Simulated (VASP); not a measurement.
# CsI: single point with PBE

The system is CsI.

```
Cs I
1.0
     4.56670    0.00000    0.00000
     0.00000    4.56670    0.00000
     0.00000    0.00000    4.56670
Cs I
1 1
Cartesian
  0.0000 0.0000 0.0000
  2.2833 2.2833 2.2833
```

```json
{
 "Program": "VASP 6.6.1",
 "Task": "single point",
 "Functional": "PBE",
 "Potentials or basis": "VASP PAW PBE potentials, release 64 (Cs_sv, I)",
 "Cutoff": "520 eV",
 "k mesh": "4 × 4 × 4",
 "Occupations": "gaussian, width 0.01 eV",
 "Spin": "no spin polarisation"
}
```

```
Pressure               : 0.8 GPa
Band gap on the k mesh : 3.87 eV, indirect (least direct gap 3.96 eV)
```

Levels at points of the mesh, in eV from the valence-band top:
```csv
k point,band 6,band 7,band 8,band 9,band 10,band 11
"(0.00, 0.00, 0.00)",-0.09,-0.09,-0.09,3.87,4.18,4.18
"(0.50, 0.00, 0.00)",-1.56,-0.24,-0.24,5.20,6.49,6.73
"(0.50, 0.50, 0.00)",-0.86,-0.86,0.00,4.24,4.92,6.10
"(0.50, 0.50, 0.50)",-1.31,-1.31,-1.31,7.17,7.17,7.17
```

Wall time 6 s on 1 thread of Intel(R) Xeon(R) 6975P-C (Granite Rapids) (shared host), peak memory 0.2 GiB.

Caveat: spin-orbit coupling is left out, which moves the levels of the heavy elements. Expect the measured gap to be larger: semilocal functionals such as PBE lack the derivative discontinuity.
